## Five pressures for one crystal

ABINIT 10.8.3 plane-wave Kohn–Sham DFT calculations for cubic boron nitride in the same fixed cell (cubic edge 3.626 Å), without spin polarisation, spin–orbit coupling or a dispersion correction. All runs use a 13 × 13 × 13 k mesh and Fermi–Dirac occupations with a smearing width of 0.05 eV. Pressure is positive in compression.

```tsv
functional	potentials	wave cutoff	pressure (GPa)
PBE	JTH-PAW-PBE-v2.0	707.496 eV	-0.440
PBEsol	PseudoDojo-NC-SR-PBEsol-v0.4.1-standard	1142.88 eV	-5.720
r2SCAN	JTH-PAW-PBE-v2.0	843.553 eV	-2.640
PW91	JTH-PAW-PBE-v2.0	707.496 eV	-1.320
SCAN	JTH-PAW-PBE-v2.0	816.342 eV	-3.960
```

In cubic boron nitride, 1 GPa corresponds to about 0.003 Å in the edge of the cubic cell, or a tenth of a percent. This scale is the key to the table. The atoms sit in the same places in every row, yet the pressure runs from −0.44 GPa with PBE to −5.72 GPa with PBEsol. Read as pressures, these values look like serious disagreement; read as lengths, they differ by less than 0.02 Å.

Taken at face value, a negative pressure means that the cell is larger than the calculation would choose. Each functional, the approximation used for exchange and correlation, has its own preferred cell, and all five, as run here, favour one smaller than the cell they were given. It is tempting to take the row nearest zero as the best description of the crystal. That reading fails, and the numbers show how.

### From pressure to length

Near its minimum, the energy of a crystal is a parabola in the volume V. Its curvature is set by the bulk modulus B, the resistance to uniform compression. The pressure is minus the slope of this curve, P = −B(V − V₀)/V₀, where V₀ is the preferred volume. For a cube of edge a, the relative change in volume is three times the relative change in edge. The edge must therefore change by Δa = aP/(3B) to bring the pressure to zero.

Take PBEsol. The cubic edge is 3.626 Å, and B is roughly 380 GPa, a recalled value that these runs did not compute. The formula gives Δa = 3.626 × (−5.72)/(3 × 380) ≈ −0.018 Å, a contraction of half a percent.

The straight-line step is good enough for this purpose. A Murnaghan equation of state, which lets the crystal stiffen as it is compressed, changes the PBEsol result by only about 3 %. An error of 10 % in the bulk modulus would matter more, since it would change every length by about 10 %. No relaxed cells are available to test these lengths directly, so they remain estimates.

The formula also explains why the pressures look so dramatic. Pressure is a slope, and in a stiff crystal the slope rises steeply as soon as the cell leaves the minimum. The energy itself hardly notices: the estimated cost of holding the PBEsol crystal in this cell is 1.6 meV per atom. In a crystal ten times softer, the same relative disagreement in length would give a pressure ten times smaller.

### Why the row nearest zero does not win

Suppose the same calculations were repeated with an edge 0.010 Å shorter. If the five functionals give nearly the same bulk modulus, every pressure rises by about 3.1 GPa. PBE would then stand at +2.7 GPa and PBEsol at −2.6 GPa, almost equally far from zero on opposite sides. The row nearest zero would be r2SCAN, at about +0.5 GPa.

The crystal and the functionals are unchanged in this exercise, yet the apparent winner is different. In the given cell the PBEsol pressure is thirteen times that of PBE; in the shorter one it would be slightly smaller than that of PBE in size and opposite to it in sign. A quantity that behaves like this cannot by itself measure accuracy. Zero pressure shows that the cell suits the functional, which is what happens, for example, when the cell was first relaxed with that same functional. Whether this is the origin of the small PBE value is a guess that the table cannot settle.

What survives the change of cell, within this model, is the difference between two rows. PBE and PBEsol remain about 5.3 GPa apart, which corresponds to 0.017 Å in the preferred edge. Judging which edge is right would take a measured one, corrected for temperature and zero-point motion, and the table has none.

The distinction matters to anyone who computes stress in a hard coating. Stresses of a few GPa are plausible in such films, so −5.7 GPa could pass for a property of the material. It is instead the tension of a crystal held in a cell that is too large for this calculation, with its functional, potentials and cutoff. A computed film stress has to be counted from the cell relaxed with the same functional, potentials and cutoff.

### Why a higher rung does not settle it

Functionals can be ranked by their ingredients. PBE, PW91 and PBEsol are generalised-gradient approximations (GGAs), which use the electron density and its gradient. SCAN and r2SCAN are meta-GGAs, which also use the kinetic-energy density of the orbitals. The pressures do not follow this ranking, because both meta-GGAs lie between PW91 and PBEsol.

The band gaps from the same runs, taken on the k mesh, do follow it. They are 4.4 to 4.6 eV for the three GGAs and about 5.0 eV for the two meta-GGAs. Theory offers a reason: the dependence on the kinetic-energy density adds a term that acts on the gradient of each orbital, which no ordinary potential does, and in SCAN and r2SCAN this usually widens the gap. The preferred volume depends on something else, namely how the energy changes when the bonds are stretched.

For the GGAs this can be made concrete. Stretching a crystal makes its electron density more uneven, and a functional that rewards strong gradients lowers the energy of the stretched crystal more. It therefore favours longer bonds. PBEsol has the same mathematical form as PBE but a weaker response to gradients, so it prefers a smaller cell and gives a more negative pressure in a fixed one. The ranking by rung names the ingredients of a functional but not how strongly each one acts.

### What else is inside the differences

The direction of the step from PBE to PBEsol is thus well understood, but its size cannot be credited to the functional alone. The PBEsol row uses norm-conserving potentials, while the other four use projector augmented-wave (PAW) datasets. Those datasets were generated for PBE, so PW91, SCAN and r2SCAN work with atomic cores prepared for a different functional. No two rows differ in the functional alone while each keeps potentials made for it.

The plane-wave cutoff can also leave its mark on a pressure. The usual stress formula keeps the number of plane waves fixed as the cell expands, so the effective cutoff falls. If the energy still depends on the cutoff, expansion then appears to cost extra energy, and the pressure comes out too negative. This is the Pulay stress, δP = (2/3V) dE/d ln E_cut, where E is the energy and E_cut the cutoff.

For this crystal the formula yields a simple test. If raising the cutoff by 10 % lowers the total energy by 5 meV per atom, about −1 GPa of the pressure is an artefact. Such a drop may cancel when two energies are compared, and so go unnoticed, but it does not cancel in a single pressure. Each functional was run at one cutoff only, so the size of this error is unknown here. For PBE, at only −0.44 GPa, it could even decide the sign of the pressure.

The two meta-GGAs call for particular care. Their gaps agree within 0.02 eV, yet their pressures differ by 1.3 GPa, or about 0.004 Å in the preferred edge. In both runs the density fell below the program's lower limit at some points and was reset to that limit. SCAN is also known to be sensitive to the numerical grid, and r2SCAN was designed to be less so. The two cutoffs differ slightly as well. The difference in pressure may therefore be physical, numerical or both, and a finer grid with one higher cutoff for both runs would be the first thing to try.

The lengths, strain energies and shifted pressures are listed in the output below. The largest difference in the table still has to be divided between its causes. A PBE run in this same cell with norm-conserving potentials made for PBE, together with converged cutoffs in this run and in the two already made, would show how much of the 5.3 GPa between PBE and PBEsol belongs to the functional and how much to the potentials and cutoffs.

Numerical output:

```
Distance of each functional from its preferred cell:
     row  linear edge change (Å)  Murnaghan edge change (Å)  strain energy (meV/atom)
     PBE                 -0.0014                  -0.001402                  0.009475
  PBEsol                -0.01819                   -0.01872                     1.601
  r2SCAN               -0.008397                  -0.008506                    0.3411
    PW91               -0.004199                  -0.004226                   0.08527
    SCAN                 -0.0126                   -0.01284                    0.7675
Same crystal with the edge 0.010 Å shorter (estimate) and gap of the original runs:
     row  pressure (GPa)  gap (eV)
     PBE           2.704     4.517
  PBEsol          -2.576     4.406
  r2SCAN           0.504     5.025
    PW91           1.824     4.573
    SCAN          -0.816     5.006
Pressure change for an edge 0.010 Å shorter (GPa): 3.144
PBE minus PBEsol pressure (GPa): 5.28
PBE minus PW91 pressure (GPa): 0.88
r2SCAN minus SCAN pressure (GPa): 1.32
r2SCAN minus SCAN preferred edge (Å): 0.004199
PBE minus PBEsol preferred edge (Å): 0.01679
Ratio of PBEsol to PBE pressure in the given cell: 13
Ratio of PBEsol to PBE pressure in the shorter cell: -0.9527
Mean pressure of the three GGAs (GPa): -2.493
Mean pressure of the two meta-GGAs (GPa): -3.3
Smallest meta-GGA gap minus largest GGA gap (eV): 0.4322
Energy drop per 10 percent more cutoff that imitates -1 GPa (meV/atom): 5.318
```
